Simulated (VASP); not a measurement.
**Pd: single point with PBE**

Pd:

```xyz
1
Lattice="1.0291 2.5728 2.5728 2.5728 1.0291 2.5728 2.5728 2.5728 1.0291" Properties=species:S:1:pos:R:3 pbc="T T T"
Pd    0.0000    0.0000    0.0000
```

This isn't the form of Pd at room conditions, which is fcc.

```yaml
Program: VASP 6.6.1
Task: single point
Functional: PBE
Potentials_or_basis: VASP PAW PBE potentials, release 64 (Pd)
Cutoff: 520 eV
k_mesh: 24 × 24 × 24
Occupations: gaussian, width 0.15 eV
Spin: no spin polarisation
```

```
Pressure               : 156.4 GPa
Band gap on the k mesh : none (metal or under the smearing width)
```

Stress tensor (GPa, compression positive):
```
156.41 -79.31 -79.31
-79.31 156.41 -79.31
-79.31 -79.31 156.41
```

Levels at points of the mesh, in eV from the Fermi level:
| k point | band 1 | band 2 | band 3 | band 4 | band 5 | band 6 | band 7 | band 8 | band 9 | band 10 |
| --- | --- | --- | --- | --- | --- | --- | --- | --- | --- | --- |
| (0.00, 0.00, 0.00) | -8.82 | -5.70 | -5.12 | -5.12 | 0.37 | 0.37 | 5.10 | 13.56 | 19.68 | 24.89 |
| (0.50, 0.00, 0.00) | -10.04 | -6.90 | -1.40 | -1.13 | 2.52 | 4.63 | 12.08 | 12.39 | 18.20 | 21.44 |
| (0.50, 0.50, 0.00) | -10.05 | -7.11 | -1.05 | -0.91 | 2.52 | 5.51 | 9.85 | 12.80 | 18.42 | 21.30 |
| (0.50, 0.50, 0.50) | -8.75 | -5.12 | -5.12 | -1.93 | -1.82 | 0.39 | 0.39 | 18.20 | 19.62 | 24.86 |

Run time: 12 min on 1 thread of AMD EPYC 7R43 64-Core Processor (Zen 3) (shared host), peak memory 0.3 GiB.

Caveat: a pressure of tens of GPa on the cell as given is suspect, and the run, the potentials or the cell itself is likely at fault.
